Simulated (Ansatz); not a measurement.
**Equation of state of TaC from a dense series**

```yaml
crystal:
  lattice:
    - [0.00000, 2.22700, 2.22700]
    - [2.22700, 0.00000, 2.22700]
    - [2.22700, 2.22700, 0.00000]
  atoms:
    - { symbol: Ta, position: [0.00000, 0.00000, 0.00000] }
    - { symbol: C, position: [0.50000, 0.50000, 0.50000] }
```

Atoms are numbered in the order listed.

The geometry is COD entry 9008731, unchecked; take it as a test cell.

Spin polarisation is left out, and whether a magnetic state lies lower isn't shown here.

Spin–orbit coupling is left out, though it moves levels of the heavy atoms by tenths of an eV or more.

Computed with DFT, PBEsol, all-electron LAPW, scalar-relativistic in Ansatz 0.2.0.

Sampling and basis: a Γ-centred 13×13×13 k mesh, Fermi–Dirac smearing of 0.08 eV, basis error target 0.25 meV/atom, no spin polarisation.

The cell is scaled evenly. Fractional coordinates are held (clamped ions).

```csv
V (Å³/atom),P (GPa)
10.382,19.66
10.388,19.43
10.603,11.17
10.714,7.24
10.824,3.51
10.934,-0.03
11.045,-3.38
11.155,-6.57
11.266,-9.59
11.376,-12.46
11.487,-15.19
```

(1) Fit a third-order Birch–Murnaghan curve to the pressures.

(2) Predict the pressure at the withheld volume, 11.708 Å³/atom.

## Answers

(1) P = (3B0/2)(y^(7/2) − y^(5/2))[1 + (3/4)(B0′ − 4)(y − 1)] with y = (V0/V)^(2/3) fits within 0.01 GPa for V0 = 10.934 Å³/atom, B0 = 341.1 GPa and B0′ = 4.16.

(2) There y = 0.9554, so the fit gives -20.24 GPa; the run gave -20.23 GPa.
